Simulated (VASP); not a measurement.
# La (Im-3m) in VASP: notebook

Aim: see how the results for La move with the level of theory and the settings. Levels: PBE, r2SCAN. Tasks: single point.

Program: VASP 6.6.1. These are calculated values, not measurements. Logs are shortened: lines on timing, memory, paths and dates and some standing lists are left out, and cuts for length are marked.

## Step 1: The structure

It takes space group Im-3m (No. 229, cubic). Conventional cell: a = 4.211 Å, b = 4.211 Å, c = 4.211 Å, α = 90.00°, β = 90.00°, γ = 90.00°. La (site symmetry m-3m) is surrounded by 8 La at 3.65 Å.

The cell was built by a generator and needn't be a form met in nature.

## Step 2: Single point, PBE

The input, INCAR:

```
PREC = Accurate ; ENCUT = 520
EDIFF = 1E-7 ; ISMEAR = 0
SIGMA = 0.05 ; LREAL = False
LASPH = True ; NELM = 80
ALGO = Normal ; ISIF = 2
LWAVE = False ; LCHARG = False
GGA = PE ; NBANDS = 12
```

The input, KPOINTS:

```
regular mesh
0
Gamma
  6 6 6
```

The input, POSCAR:

```
La
1.0
   -2.1053195634      2.1053195634      2.1053195634
    2.1053195634     -2.1053195634      2.1053195634
    2.1053195634      2.1053195634     -2.1053195634
La
1
Direct
    0.0000000000      0.0000000000      0.0000000000
```

Potentials or basis: VASP PAW PBE potentials, release 64 (La).

On the command line:

```console
$ cat potpaw_PBE.64/La/POTCAR > POTCAR
$ mpirun -np 1 vasp_std > vasp.out
```

OUTCAR:

```text
PREC = Accurate
   ENCUT = 520
   EDIFF = 1E-7
   ISMEAR = 0
   LREAL = False
   LASPH = True
   NELM = 80
   ISIF = 2
   GGA = PE

 ion  position               nearest neighbor table
   1  0.000  0.000  0.000-

  LATTYP: Found a body centered cubic cell.
 ALAT       =     4.2106391268

  Lattice vectors:

 A1 = (  -2.1053195634,   2.1053195634,   2.1053195634)
 A2 = (   2.1053195634,  -2.1053195634,   2.1053195634)
 A3 = (   2.1053195634,   2.1053195634,  -2.1053195634)

Analysis of symmetry for initial positions (statically):
=====================================================================
 Subroutine PRICEL returns:
 Original cell was already a primitive cell.

 Routine SETGRP: Setting up the symmetry group for a
 body centered cubic supercell.

 Subroutine GETGRP returns: Found 48 space group operations
 (whereof 48 operations were pure point group operations)
 out of a pool of 48 trial point group operations.

The static configuration has the point symmetry O_h .

Analysis of symmetry for dynamics (positions and initial velocities):
=====================================================================
 Subroutine PRICEL returns:
 Original cell was already a primitive cell.

 Routine SETGRP: Setting up the symmetry group for a
 body centered cubic supercell.

 Subroutine GETGRP returns: Found 48 space group operations
 (whereof 48 operations were pure point group operations)
 out of a pool of 48 trial point group operations.

The dynamic configuration has the point symmetry O_h .

 Subroutine INISYM returns: Found 48 space group operations
 (whereof 48 operations are pure point group operations),
 and found     1 'primitive' translations

----------------------------------------------------------------------------------------

                                     Primitive cell

  volume of cell :      37.3262

  direct lattice vectors                    reciprocal lattice vectors
    -2.105319563  2.105319563  2.105319563     0.000000000  0.237493637  0.237493637
     2.105319563 -2.105319563  2.105319563     0.237493637  0.000000000  0.237493637
     2.105319563  2.105319563 -2.105319563     0.237493637  0.237493637  0.000000000

  length of vectors
     3.646520450  3.646520450  3.646520450     0.335866722  0.335866722  0.335866722

  position of ions in fractional coordinates (direct lattice)
     0.000000000  0.000000000  0.000000000

  ion indices of the primitive-cell ions
   primitive index   ion index
                 1           1

----------------------------------------------------------------------------------------

 KPOINTS: regular mesh

Automatic generation of k-mesh.
 Grid dimensions read from file:
 generate k-points for:    6    6    6

 Generating k-lattice:

  Cartesian coordinates                     Fractional coordinates (reciprocal lattice)
     0.000000000  0.039582273  0.039582273     0.166666667  0.000000000  0.000000000
     0.039582273  0.000000000  0.039582273     0.000000000  0.166666667  0.000000000
     0.039582273  0.039582273  0.000000000     0.000000000  0.000000000  0.166666667

  Length of vectors
     0.055977787  0.055977787  0.055977787

  Shift w.r.t. Gamma in fractional coordinates (k-lattice)
     0.000000000  0.000000000  0.000000000

 Subroutine IBZKPT returns following result:
 ===========================================

 Found     16 irreducible k-points:

 Following reciprocal coordinates:
            Coordinates               Weight
  0.000000  0.000000  0.000000      1.000000
  0.166667  0.000000  0.000000     12.000000
  0.333333  0.000000  0.000000     12.000000
  0.500000  0.000000  0.000000      6.000000
  0.166667  0.166667  0.000000     24.000000
  0.333333  0.166667  0.000000     48.000000
[... 8 lines left out ...]
  0.500000  0.500000  0.333333     12.000000
  0.500000  0.500000  0.500000      1.000000
   k-points           NKPTS =     16   k-points in BZ     NKDIM =     16   number of bands    NBANDS=     12
   number of dos      NEDOS =    301   number of ions     NIONS =      1
   total plane-waves  NPLWV =  21952
   dimension x,y,z NGX =    28 NGY =   28 NGZ =   28
   dimension x,y,z NGXF=    56 NGYF=   56 NGZF=   56
   ions per type =               1
   NGX,Y,Z   is equivalent  to a cutoff of  12.77, 12.77, 12.77 a.u.
   NGXF,Y,Z  is equivalent  to a cutoff of  25.53, 25.53, 25.53 a.u.
 SYSTEM =  unknown system
   PREC   = accura    normal or accurate (medium, high low for compatibility)
   ISTART =      0    job   : 0-new  1-cont  2-samecut
   ICHARG =      2    charge: 1-file 2-atom 10-const
   ISPIN  =      1    spin polarized calculation?
   LNONCOLLINEAR =      F non collinear calculations
   LSORBIT =      F    spin-orbit coupling
   LASPH  =      T    aspherical Exc in radial PAW
   ENCUT  =  520.0 eV  38.22 Ry    6.18 a.u.   6.78  6.78  6.78*2*pi/ulx,y,z
   NELM   =     80;   NELMIN=  2; NELMDL= -5     # of ELM steps
   EDIFF  = 0.1E-06   stopping-criterion for ELM
   LREAL  =      F    real-space projection
   EDIFFG = 0.1E-05   stopping-criterion for IOM
   NSW    =      0    number of steps for IOM
   IBRION =     -1    ionic relax: 0-MD 1-quasi-New 2-CG
   NFREE  =      0    steps in history (QN), initial steepest desc. (CG)
   ISIF   =      2    stress and relaxation
   ISYM   =      2    0-nonsym 1-usesym 2-fastsym
   POTIM  = 0.5000    time-step for ionic-motion
   TEBEG  =    0.0;   TEEND  =   0.0 temperature during run
   PSTRESS=    0.0 pullay stress
   NELECT =      11.0000    total number of electrons
   NUPDOWN=      -1.0000    fix difference up-down
   EMIN   =  10.00;   EMAX   =-10.00  energy-range for DOS
   EFERMI =   0.00;   METHOD = LEGACY
   ISMEAR =     0;   SIGMA  =   0.05  broadening in eV -4-tet -1-fermi 0-gaus
   EFERMI_NEDOS =   21; number of points for ismear=-14 and -15
   IALGO  =     38    algorithm
   IMIX   =      4    mixing-type and parameters
     AMIX     =   0.40;   BMIX     =  1.00
     AMIX_MAG =   1.60;   BMIX_MAG =  1.00
  volume/ion in A,a.u.               =      37.33       251.89
  Fermi-wavevector in a.u.,A,eV,Ry     =   1.089434  2.058732 16.148307  1.186867
  Thomas-Fermi vector in A             =   2.225637
   LORBIT       =      0    0 simple, 1 ext, 2 COOP (PROOUT), +10 PAW based schemes
   GGA     = PE    functional components
   LHFCALC =     F    Hartree Fock is set to
   AEXX    =    0.0000 exact exchange contribution
   IVDW    =     0    specifies the selected vdW correction
   LEPSILON=     F    determine dielectric tensor
   LRPA    =     F    only Hartree local field effects (RPA)
 non-spin polarized calculation
 Gauss-broadening in eV      SIGMA  =   0.05
  energy-cutoff  :      520.00
  volume of cell :       37.33
 maximum number of plane-waves:      1048
   NGX = 13   NGY = 13   NGZ = 13

 number of electron      11.0000001 magnetization

 Free energy of the ion-electron system (eV)
  ---------------------------------------------------
  ext. energy  EPLUGINS =         0.00000000
  ---------------------------------------------------
  free energy    TOTEN  =        -4.72979085 eV

  energy without entropy =       -4.72135112  energy(sigma->0) =       -4.72557099

 E-fermi :   7.7874     XC(G=0):  -9.5429

 val. band max:        7.7640350221   @ k =   0.3333   0.1667   0.0000
 cond. band min:       7.8477836630   @ k =  -0.3333   0.3333   0.1667
 fundamental gap:      0.0837486409
 Fermi energy:         7.7873525448

 k-point     1 :       0.0000    0.0000    0.0000
  band No.  band energies     occupation
      1     -25.0956      2.00000
      2      -8.0855      2.00000
      3      -8.0855      2.00000
      4      -8.0855      2.00000
      5       4.6276      2.00000
      6       9.2913      0.00000
      7       9.2913      0.00000
      8       9.2913      0.00000
      9       9.2971      0.00000
     10       9.2971      0.00000
     11       9.2971      0.00000
     12      10.0210      0.00000

 k-point     2 :       0.1667    0.0000    0.0000
  band No.  band energies     occupation
      1     -25.0458      2.00000
      2      -8.4583      2.00000
      3      -8.1961      2.00000
      4      -8.0901      2.00000
      5       5.4049      2.00000
      6       8.5673      0.00000
      7       8.5715      0.00000
      8       9.2743      0.00000
      9       9.4856      0.00000
     10       9.6697      0.00000
     11       9.7128      0.00000
     12       9.9591      0.00000

 k-point     3 :       0.3333    0.0000    0.0000
  band No.  band energies     occupation
      1     -24.9435      2.00000
      2      -9.1301      2.00000
      3      -8.4073      2.00000
      4      -8.0999      2.00000
      5       6.1740      2.00000
      6       7.8869      0.00487
      7       8.8058      0.00000
      8       9.2774      0.00000
      9       9.6052      0.00000
     10       9.7297      0.00000
     11       9.8686      0.00000
     12       9.9486      0.00000
[... 166 lines left out ...]
 k-point    15 :       0.5000    0.5000    0.3333
  band No.  band energies     occupation
      1     -24.7845      2.00000
      2      -9.1150      2.00000
      3      -8.8833      2.00000
      4      -8.7917      2.00000
      5       6.3738      2.00000
      6       6.6363      2.00000
      7       9.2897      0.00000
      8       9.3101      0.00000
      9       9.5508      0.00000
     10       9.6527      0.00000
     11      10.0384      0.00000
     12      10.0686      0.00000

 k-point    16 :       0.5000    0.5000    0.5000
  band No.  band energies     occupation
      1     -24.7483      2.00000
      2      -8.9996      2.00000
      3      -8.9996      2.00000
      4      -8.9996      2.00000
      5       5.9447      2.00000
      6       5.9447      2.00000
      7       9.4398      0.00000
      8       9.5939      0.00000
      9       9.5939      0.00000
     10       9.5939      0.00000
     11      10.0887      0.00000
     12      10.0887      0.00000

------------------------ aborting loop because EDIFF is reached ----------------------------------------

  FORCE on cell =-STRESS in cart. coord.  units (eV):
  Direction    XX          YY          ZZ          XY          YZ          ZX
  --------------------------------------------------------------------------------------
  -------------------------------------------------------------------------------------
  Total        0.2969319      0.2969319      0.2969319     -0.0000000     -0.0000000     -0.0000000
  in kB       12.7453969     12.7453969     12.7453969     -0.0000000     -0.0000000     -0.0000000
  external PRESSURE =      12.7453969 kB  Pullay stress =       0.0000000 kB

 VOLUME and BASIS-vectors are now :
 -----------------------------------------------------------------------------
  energy-cutoff  :      520.00
  volume of cell :       37.33
      direct lattice vectors                 reciprocal lattice vectors
    -2.105319563  2.105319563  2.105319563     0.000000000  0.237493637  0.237493637
     2.105319563 -2.105319563  2.105319563     0.237493637  0.000000000  0.237493637
     2.105319563  2.105319563 -2.105319563     0.237493637  0.237493637  0.000000000

 POSITION                                       TOTAL-FORCE (eV/Angst)
 -----------------------------------------------------------------------------------
      0.00000      0.00000      0.00000         0.000000      0.000000      0.000000
 -----------------------------------------------------------------------------------
    total drift:                               -0.000000      0.000000      0.000000

  FREE ENERGIE OF THE ION-ELECTRON SYSTEM (eV)
  ---------------------------------------------------
  free  energy   TOTEN  =        -4.7297908496 eV

  energy  without entropy=       -4.7213511219  energy(sigma->0) =       -4.72557099
```

It took 14 s on 1 thread of Intel Xeon Platinum 8259CL at 2.50GHz (Skylake/Cascade Lake), shared host; peak memory 0.16 GiB.

What came out:

| Item | Value |
| --- | --- |
| Free energy | -4.7298 eV |
| Pressure | 1.3 GPa |
| Band gap on the k mesh | none (metal or under the smearing width) |

Spin-orbit coupling is left out, which matters for the levels of La.

(Continued in part 2 of 2.)
